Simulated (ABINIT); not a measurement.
# SnTe (Fm-3m) in ABINIT: notebook

The runs below take SnTe through relaxation of cell and atoms, single point, with PBEsol.

All numbers are computed with ABINIT 10.8.3 (patched build); they aren't measurements. Logs are shortened: lines on timing, memory, paths and dates and some standing lists are left out, and cuts for length are marked. The log counts tension as positive stress, the text compression.

**The experiment to reproduce.**

A printed reference work, textbook reports, for a bulk crystal of SnTe at 300 K: band gap 0.18 eV (direct).

How close the calculation comes is told below.

**1. Starting point**

It takes space group Fm-3m (No. 225, cubic). Conventional cell: a = 6.302 Å, b = 6.302 Å, c = 6.302 Å, α = 90.00°, β = 90.00°, γ = 90.00°. Te (site symmetry m-3m) has 6 Sn at 3.15 Å as nearest neighbours. Sn (site symmetry m-3m) is surrounded by 6 Te at 3.15 Å.

**2. Relaxation of cell and atoms, PBEsol**

File run.abi:

```
# Pseudopotentials
pp_dirpath "./"
pseudos "Te.upf, Sn.upf"

# Structure
acell 4.455974803 4.455974803 4.455974803 Angstrom
rprim
     0.0000000000     0.7071067812     0.7071067812
     0.7071067812     0.0000000000     0.7071067812
     0.7071067812     0.7071067812     0.0000000000
ntypat 2
znucl 52 50
natom 2
typat 1 2
chkprim 0
chksymtnons 0
tolsym 1.0e-6
xred
            1/2            1/2            1/2
            0.0            0.0            0.0

# Plane-wave basis
ecut 34.0
ecutsm 0.5

# k points
kptopt 1
ngkpt 5 5 5
nshiftk 1
shiftk 0.0 0.0 0.0

# Exchange and correlation
ixc -116133

# Bands and occupations
nband 19
occopt 3
tsmear 0.05 eV

# SCF cycle
nstep 80
tolvrs 1.0e-12

# Output
iomode 3
prteig 0
prtebands 0
prtwf 0
prtden 0

# Relaxation
ionmov 22
optcell 2
ntime 50
tolmxf 2.0e-5
dilatmx 1.08
```

Potentials or basis: PseudoDojo NC SR PBEsol v0.4.1 standard.

Run with:

```sh
> abinit run.abi > log 2>&1
```

run.abo:

```text
.Version 10.8.3 of ABINIT
 Symmetries : space group Fm -3 m (#225); Bravais cF (face-center cubic)
================================================================================
 Values of the parameters that define the memory need of the present run
     intxc =       0    ionmov =      22      iscf =       7    lmnmax =       6
     lnmax =       6     mgfft =      48  mpssoang =       3    mqgrid =    3001
     natom =       2  nloc_mem =       1    nspden =       1   nspinor =       1
    nsppol =       1      nsym =      48    n1xccc =    2501    ntypat =       2
    occopt =       3   xclevel =       2
       mpw =        5050          nfft =      110592          nkpt =          10
================================================================================
================================================================================

--------------------------------------------------------------------------------
------------- Echo of variables that govern the present computation ------------
--------------------------------------------------------------------------------
 -outvars: echo values of preprocessed input variables --------
            acell      8.4205720016E+00  8.4205720016E+00  8.4205720016E+00 Bohr
              amu      1.27600000E+02  1.18710000E+02
          chkprim           0
      chksymtnons           0
          dilatmx      1.08000000E+00
             ecut      3.40000000E+01 Hartree
           ecutsm      5.00000000E-01 Hartree
           ionmov          22
              ixc     -116133
         kptrlatt        5    0    0      0    5    0      0    0    5
          kptrlen      4.21028600E+01
            natom           2
            nband          19
            ngfft          48      48      48
             nkpt          10
            nstep          80
             nsym          48
            ntime          50
           ntypat           2
           occopt           3
          optcell           2
           prtden           0
        prtebands           0
           prteig           0
            prtwf           0
            rprim      0.0000000000E+00  7.0710678120E-01  7.0710678120E-01
                       7.0710678120E-01  0.0000000000E+00  7.0710678120E-01
                       7.0710678120E-01  7.0710678120E-01  0.0000000000E+00
          spgroup         225
           tolmxf      2.00000000E-05
           tolsym      1.00000000E-06
           tolvrs      1.00000000E-12
           tsmear      1.83746611E-03 Hartree
            typat      1  2
           xangst      3.1508500001E+00  3.1508500001E+00  3.1508500001E+00
                       0.0000000000E+00  0.0000000000E+00  0.0000000000E+00
            xcart      5.9542435639E+00  5.9542435639E+00  5.9542435639E+00
                       0.0000000000E+00  0.0000000000E+00  0.0000000000E+00
             xred      5.0000000000E-01  5.0000000000E-01  5.0000000000E-01
                       0.0000000000E+00  0.0000000000E+00  0.0000000000E+00
            znucl       52.00000   50.00000

================================================================================

 chkinp: Checking input parameters for consistency.

================================================================================
== DATASET  1 ==================================================================

--- !DatasetInfo
iteration_state: {dtset: 1, }
dimensions: {natom: 2, nkpt: 10, mband: 19, nsppol: 1, nspinor: 1, nspden: 1, mpw: 5050, }
cutoff_energies: {ecut:  34.0, pawecutdg:  -1.0, }
electrons: {nelect:   3.00000000E+01, charge:   0.00000000E+00, occopt:   3.00000000E+00, tsmear:   1.83746611E-03, }
meta: {optdriver: 0, ionmov: 22, optcell: 2, iscf: 7, paral_kgb: 0, }
...

 Real(R)+Recip(G) space primitive vectors, cartesian coordinates (Bohr,Bohr^-1):
 R(1)=  0.0000000  5.9542436  5.9542436  G(1)= -0.0839737  0.0839737  0.0839737
 R(2)=  5.9542436  0.0000000  5.9542436  G(2)=  0.0839737 -0.0839737  0.0839737
 R(3)=  5.9542436  5.9542436  0.0000000  G(3)=  0.0839737  0.0839737 -0.0839737
 Unit cell volume ucvol=  4.2219179E+02 bohr^3
 Angles (23,13,12)=  6.00000000E+01  6.00000000E+01  6.00000000E+01 degrees

 getcut: wavevector=  0.0000  0.0000  0.0000  ngfft=  48  48  48
         ecut(hartree)=     39.658   => boxcut(ratio)=   2.01081

--- Pseudopotential description ------------------------------------------------
- pspini: atom type   1  psp file is ./Te.upf
  52.00000  16.00000  180301                  znucl, zion, pspdat
12 -116133 2 -1 1294                          pspcod,pspxc,lmax,lloc,mmax
     nproj     2     2     2

- pspini: atom type   2  psp file is ./Sn.upf
  50.00000  14.00000  180301                  znucl, zion, pspdat
12 -116133 2 -1 1628                          pspcod,pspxc,lmax,lloc,mmax
     nproj     2     2     2

   2.07817961E+03                                ecore*ucvol(ha*bohr**3)
--------------------------------------------------------------------------------

================================================================================

=== [ionmov=22] Limited-memory Broyden-Fletcher-Goldfarb-Shanno method
================================================================================

--- Iteration: ( 1/50) Internal Cycle: (1/1)
--------------------------------------------------------------------------------

---SELF-CONSISTENT-FIELD CONVERGENCE--------------------------------------------

--- !BeginCycle
iteration_state: {dtset: 1, itime: 1, icycle: 1, }
solver: {iscf: 7, nstep: 80, nline: 4, wfoptalg: 0, }
tolerances: {tolvrs: 1.00E-12, }
...
[... 161 lines left out ...]
  0.00000000000000E+00  0.00000000000000E+00  0.00000000000000E+00
 Scale of Primitive Cell (acell) [bohr]
  8.41795827245662E+00  8.41795827245662E+00  8.41795827245662E+00
 Real space primitive translations (rprimd) [bohr]
  0.00000000000000E+00  5.95239537819947E+00  5.95239537819947E+00
  5.95239537819947E+00  0.00000000000000E+00  5.95239537819947E+00
  5.95239537819947E+00  5.95239537819947E+00  0.00000000000000E+00
 Unitary Cell Volume (ucvol) [Bohr^3]=  4.21798769128500E+02
 Angles (23,13,12)= [degrees]
  6.00000000000000E+01  6.00000000000000E+01  6.00000000000000E+01
 Lengths [Bohr]
  8.41795827245662E+00  8.41795827245662E+00  8.41795827245662E+00
 Stress tensor in cartesian coordinates (strten) [Ha/bohr^3]
  8.93452418080851E-06  0.00000000000000E+00  0.00000000000000E+00
  0.00000000000000E+00  8.93452418080330E-06  0.00000000000000E+00
  0.00000000000000E+00  0.00000000000000E+00  8.93452418080677E-06
 Total energy (etotal) [Ha]= -1.83330373987820E+02

 Difference of energy with previous step (new-old):
           Absolute (Ha)=-3.78343E-06
           Relative     =-2.06372E-08

--- Iteration: ( 3/50) Internal Cycle: (1/1)
--------------------------------------------------------------------------------

---SELF-CONSISTENT-FIELD CONVERGENCE--------------------------------------------

--- !BeginCycle
iteration_state: {dtset: 1, itime: 3, icycle: 1, }
solver: {iscf: 7, nstep: 80, nline: 4, wfoptalg: 0, }
tolerances: {tolvrs: 1.00E-12, }
...
[... 67 lines left out ...]
  0.00000000000000E+00  0.00000000000000E+00  0.00000000000000E+00
 Scale of Primitive Cell (acell) [bohr]
  8.40153278392518E+00  8.40153278392519E+00  8.40153278392519E+00
 Real space primitive translations (rprimd) [bohr]
  0.00000000000000E+00  5.94078080387459E+00  5.94078080387459E+00
  5.94078080387459E+00  0.00000000000000E+00  5.94078080387459E+00
  5.94078080387459E+00  5.94078080387459E+00  0.00000000000000E+00
 Unitary Cell Volume (ucvol) [Bohr^3]=  4.19334487158582E+02
 Angles (23,13,12)= [degrees]
  6.00000000000000E+01  6.00000000000000E+01  6.00000000000000E+01
 Lengths [Bohr]
  8.40153278392518E+00  8.40153278392519E+00  8.40153278392519E+00
 Stress tensor in cartesian coordinates (strten) [Ha/bohr^3]
  1.63303725030442E-07  0.00000000000000E+00  0.00000000000000E+00
  0.00000000000000E+00  1.63303725032177E-07  0.00000000000000E+00
  0.00000000000000E+00  0.00000000000000E+00  1.63303725026973E-07
 Total energy (etotal) [Ha]= -1.83330385036052E+02

 Difference of energy with previous step (new-old):
           Absolute (Ha)=-1.10482E-05
           Relative     =-6.02641E-08

 At Broyd/MD step   3, gradients are converged :
  max grad (force/stress) = 1.6330E-05 < tolmxf= 2.0000E-05 ha/bohr (free atoms)

================================================================================

 ----iterations are completed or convergence reached----

 Mean square residual over all n,k,spin=   22.774E-15; max=  43.269E-13
 reduced coordinates (array xred) for    2 atoms
       0.500000000000      0.500000000000      0.500000000000
       0.000000000000      0.000000000000      0.000000000000
 rms dE/dt=  0.0000E+00; max dE/dt=  0.0000E+00; dE/dt below (all hartree)
    1       0.000000000000      0.000000000000      0.000000000000
    2       0.000000000000      0.000000000000      0.000000000000

 cartesian coordinates (angstrom) at end:
    1      3.14372581424770     3.14372581424770     3.14372581424770
    2      0.00000000000000     0.00000000000000     0.00000000000000

 cartesian forces (hartree/bohr) at end:
    1     -0.00000000000000    -0.00000000000000    -0.00000000000000
    2     -0.00000000000000    -0.00000000000000    -0.00000000000000
 frms,max,avg= 0.0000000E+00 0.0000000E+00   0.000E+00  0.000E+00  0.000E+00 h/b

 cartesian forces (eV/Angstrom) at end:
    1     -0.00000000000000    -0.00000000000000    -0.00000000000000
    2     -0.00000000000000    -0.00000000000000    -0.00000000000000
 frms,max,avg= 0.0000000E+00 0.0000000E+00   0.000E+00  0.000E+00  0.000E+00 e/A
 length scales=  8.401532783925  8.401532783925  8.401532783925 bohr
              =  4.445899682891  4.445899682891  4.445899682891 angstroms
 Fermi (or HOMO) energy (hartree) =   0.20215   Average Vxc (hartree)=  -0.37263
 Eigenvalues (hartree) for nkpt=  10  k points:
 kpt#   1, nband= 19, wtk=  0.00800, kpt=  0.0000  0.0000  0.0000 (reduced coord)
  -1.16310   -1.16310   -1.16294   -1.16294   -1.16294   -0.60311   -0.60311   -0.60289
  -0.60289   -0.60289   -0.27435    0.02609    0.12013    0.12013    0.12013    0.32300
   0.32300    0.32300    0.37291
      occupation numbers for kpt#   1
   2.00000    2.00000    2.00000    2.00000    2.00000    2.00000    2.00000    2.00000
   2.00000    2.00000    2.00000    2.00000    2.00000    2.00000    2.00000    0.00000
   0.00000    0.00000    0.00000
 prteigrs : prtvol=0 or 1, do not print more k-points.

--- !EnergyTerms
iteration_state     : {dtset: 1, itime: 3, icycle: 1, }
comment             : Components of total free energy in Hartree
kinetic             :  1.03783798622318E+02
hartree             :  4.41964476533387E+01
xc                  : -4.61864544754502E+01
Ewald energy        : -1.07753428145383E+02
psp_core            :  4.95589957666629E+00
local_psp           : -1.30533913605115E+02
non_local_psp       : -5.17927328746473E+01
internal            : -1.83330383248273E+02
'-kT*entropy'       : -1.78777870416352E-06
total_energy        : -1.83330385036052E+02
total_energy_eV     : -4.98867391784042E+03
band_energy         : -1.76820050398913E+01
...

 Cartesian components of stress tensor (hartree/bohr^3)
  sigma(1 1)=  1.63303725E-07  sigma(3 2)=  0.00000000E+00
  sigma(2 2)=  1.63303725E-07  sigma(3 1)=  0.00000000E+00
  sigma(3 3)=  1.63303725E-07  sigma(2 1)=  0.00000000E+00

-Cartesian components of stress tensor (GPa)         [Pressure= -4.8046E-03 GPa]
- sigma(1 1)=  4.80456147E-03  sigma(3 2)=  0.00000000E+00
- sigma(2 2)=  4.80456147E-03  sigma(3 1)=  0.00000000E+00
- sigma(3 3)=  4.80456147E-03  sigma(2 1)=  0.00000000E+00

== END DATASET(S) ==============================================================
================================================================================

 -outvars: echo values of variables after computation  --------
            acell      8.4015327839E+00  8.4015327839E+00  8.4015327839E+00 Bohr
           etotal     -1.8333038504E+02
            fcart     -0.0000000000E+00 -0.0000000000E+00 -0.0000000000E+00
                      -0.0000000000E+00 -0.0000000000E+00 -0.0000000000E+00
            rprim      0.0000000000E+00  7.0710678119E-01  7.0710678119E-01
                       7.0710678119E-01  0.0000000000E+00  7.0710678119E-01
                       7.0710678119E-01  7.0710678119E-01  0.0000000000E+00
           strten      1.6330372503E-07  1.6330372503E-07  1.6330372503E-07
                       0.0000000000E+00  0.0000000000E+00  0.0000000000E+00
           xangst      3.1437258142E+00  3.1437258142E+00  3.1437258142E+00
                       0.0000000000E+00  0.0000000000E+00  0.0000000000E+00
             xred      5.0000000000E-01  5.0000000000E-01  5.0000000000E-01
                       0.0000000000E+00  0.0000000000E+00  0.0000000000E+00
 Calculation completed.
```

It took 97 s on 1 thread of Arm Neoverse V1, shared host; peak memory 0.1 GiB.

Results:

```yaml
Free_energy: -4988.6739 eV
Relaxed_volume: 31.07 Å³/atom
Relaxed_cell: a = 4.446 Å, b = 4.446 Å, c = 4.446 Å, α = 60.00°, β = 60.00°, γ = 60.00°
Space_group_after_relaxing_to_0.05_Å: Fm-3m (No. 225)
Energy_gained_by_relaxing: 0.2 meV/atom
Ionic_steps: 3
Pressure_after_relaxing: 0.0 GPa
```

Step by step:
```
step  energy change (eV)  largest force (eV/Å)  pressure (GPa)  volume (Å³)
   1              0.0000                0.0000           -0.30        62.56
   2             -0.0001                0.0000           -0.26        62.50
   3             -0.0004                0.0000            0.00        62.14
```

Final structure:
```cif
data_structure
_symmetry_space_group_name_H-M 'P 1'
_symmetry_Int_Tables_number 1
_cell_length_a 4.4459
_cell_length_b 4.4459
_cell_length_c 4.4459
_cell_angle_alpha 60.000
_cell_angle_beta 60.000
_cell_angle_gamma 60.000
_cell_volume 62.14
loop_
_atom_site_label
_atom_site_type_symbol
_atom_site_fract_x
_atom_site_fract_y
_atom_site_fract_z
_atom_site_occupancy
Te1 Te 0.50000 0.50000 0.50000 1
Sn1 Sn 0.00000 0.00000 0.00000 1
```

Caveat: this odd mesh misses L, where the gap lies, so gap, dielectric constants and Born charges aren't listed. The run has no spin-orbit coupling, so splittings on Te are missing.

**3. Single point, PBEsol (cell relaxed)**

File run.abi:

```
# Pseudopotentials
pp_dirpath "./"
pseudos "Te.upf, Sn.upf"

# Structure
acell 3*1.0 Angstrom
rprim
     0.0000000000     3.1437258200     3.1437258200
     3.1437258200     0.0000000000     3.1437258200
     3.1437258200     3.1437258200     0.0000000000
ntypat 2
znucl 52 50
natom 2
typat 1 2
xcart
     5.9407808107     5.9407808107     5.9407808107
     0.0000000000     0.0000000000     0.0000000000
chkprim 0
chksymtnons 0
tolsym 1.0e-6

# Plane-wave basis
ecut 925.187132 eV

# k points
kptopt 1
ngkpt 5 5 5
nshiftk 1
shiftk 0.0 0.0 0.0

# Exchange and correlation
ixc -116133

# Bands and occupations
nband 19
occopt 3
tsmear 0.00183747

# SCF cycle
nstep 100
tolvrs 1.0e-10

# Output
iomode 3
prtwf 0
prtden 0
prteig 0
prtebands 0
enunit 2
prtvol 2
```

Potentials or basis: PseudoDojo NC SR PBEsol v0.4.1 standard.

Run with:

```sh
> abinit run.abi > log 2>&1
```

It took 31 s on 1 thread of Arm Neoverse V1, shared host; peak memory 0.1 GiB.

Results (log left out):

```
Free energy                                           : -4988.6759 eV
Pressure                                              : -0.4 GPa
Valence electrons inside the program's atomic spheres : Te 11.93; Sn 10.52
```

Levels at points of the mesh, in eV from the Fermi level:
| k point | band 13 | band 14 | band 15 | band 16 | band 17 | band 18 |
| --- | --- | --- | --- | --- | --- | --- |
| (0.00, 0.00, 0.00) | -2.23 | -2.23 | -2.23 | 3.29 | 3.29 | 3.29 |

Caveat: this odd mesh misses L, where the gap lies, so gap, dielectric constants and Born charges aren't listed.

**4. Single point, PBEsol**

File run.abi:

```
# Pseudopotentials
pp_dirpath "./"
pseudos "Te.GGA_PBE-JTH.xml, Sn.GGA_PBE-JTH.xml"

# Structure
acell 3*1.0
rprim
     0.0000000000     5.9542435598     5.9542435598
     5.9542435598     0.0000000000     5.9542435598
     5.9542435598     5.9542435598     0.0000000000
ntypat 2
znucl 52 50
natom 2
typat 1 2
xred
     0.5000000000     0.5000000000     0.5000000000
     0.0000000000     0.0000000000     0.0000000000

# Plane-wave basis
ecut 408.170794 eV
pawecutdg 30.0

# k points
kptopt 1
ngkpt 6 6 6
nshiftk 1
shiftk 0.0 0.0 0.0

# Exchange and correlation
ixc -116133

# Bands and occupations
nband 14
occopt 3
tsmear 0.05 eV

# SCF cycle
nstep 100
tolvrs 1.0e-9

# Output
iomode 3
prtwf 0
prtden 0
prteig 0
prtebands 0
enunit 2
prtvol 2
```

Potentials or basis: JTH PAW PBE v2.0.

Run with:

```sh
> abinit run.abi > log 2>&1
```

Run time: 11 s. Hardware: 1 thread of Arm Neoverse V2, shared host; peak memory 0.1 GiB.

Results (log left out):

```
Free energy                                           : -2124.4069 eV
Band gap on the k mesh                                : 0.17 eV, direct
Valence electrons inside the program's atomic spheres : Te 3.14; Sn 11.81
```

Levels at points of the mesh, in eV from the valence-band top:
```
           k point  band 8  band 9  band 10  band 11  band 12  band 13
(0.00, 0.00, 0.00)   -2.06   -2.06    -2.06     3.48     3.48     3.48
(0.50, 0.00, 0.00)   -1.73   -1.73     0.00     0.17     0.39     0.39
(0.50, 0.50, 0.00)   -5.54   -3.68    -3.68     2.17     5.03     5.03
```

Caveat: the cutoff is too short for stress, so the log's stress isn't used; the PAW data sets were made with another functional, which shifts forces and pressure a little; spin-orbit coupling is left out, which moves the levels of the heavy elements.

**5. Overview**

```tsv
task	potentials or basis	cell	k mesh	cutoff (eV)	cell freedom (optcell)	optimiser (ionmov)	cutoff smearing ecutsm (Ha)	force stop (Ha/bohr)	fine-grid cutoff	pressure (GPa)
relaxation of cell and atoms	PseudoDojo NC SR PBEsol v0.4.1 standard	relaxed	5 × 5 × 5	925	2	22	0.5	2e-05	-	0.0
single point	PseudoDojo NC SR PBEsol v0.4.1 standard	cell relaxed	5 × 5 × 5	925	-	-	-	-	-	-0.4
single point	JTH PAW PBE v2.0	as given	6 × 6 × 6	408	-	-	-	-	816.342 eV	-
```

Alike in all rows: level PBEsol; no spin polarisation; smearing fermi-dirac 0.05 eV.

Caveats: the PAW data sets were made with another functional, which shifts forces and pressure a little (some runs); spin-orbit coupling is left out, which moves the levels of the heavy elements (some runs).

Absolute energies hang on the potentials; compare differences alone.

**6. Against experiment**

Step 4. Measured gap of SnTe: 0.18 eV (direct; 300 K; a printed reference work, textbook). This calculation gives 0.17 eV (-0.01 eV). Spin-orbit coupling on Sn, Te is left out. The value is that of PBEsol on a finite k mesh, which can miss the band edges, without temperature or zero-point motion. Semilocal functionals fall short of measured gaps as a rule.
